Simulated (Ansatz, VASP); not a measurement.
## Hf: VASP beside Ansatz

```
CELL_PARAMETERS angstrom
0.00000 2.23965 2.23965
2.23965 0.00000 2.23965
2.23965 2.23965 0.00000
ATOMIC_POSITIONS crystal
Hf 0.00000 0.00000 0.00000
```

Alike in both runs: functional r2SCAN; k mesh 16 × 16 × 16; occupations gaussian, width 0.1 eV; no spin polarisation.

Ansatz relaxed the structure, and its values are those at the end. VASP's run is a single point on that final structure, the one shown.

|  | VASP | Ansatz |
| --- | --- | --- |
| version | VASP 6.6.1 | Ansatz 0.2.0 |
| potentials or method | VASP PAW PBE potentials, release 64 (Hf_pv) | scalar-relativistic, plane waves, PAW |
| plane-wave cutoff (eV) | 520 | 500 |
| valence electrons in the cell | 10 | 26 |

Ansatz gave:

```
gap on the k mesh at the Fermi level (eV) : none
pressure (GPa)                            : 0.0
```

Question: Estimate VASP's values.

Answer: gap on the k mesh at the Fermi level (eV): none; pressure (GPa): -0.5.

A gap of «none» marks a metal or a gap that the smearing closes. The two sets of potentials don't hold the same shells in valence.

Caveats: the PAW data sets were made with another functional, which shifts forces and pressure a little (VASP). Spin-orbit coupling is left out, which matters for the levels of Hf.
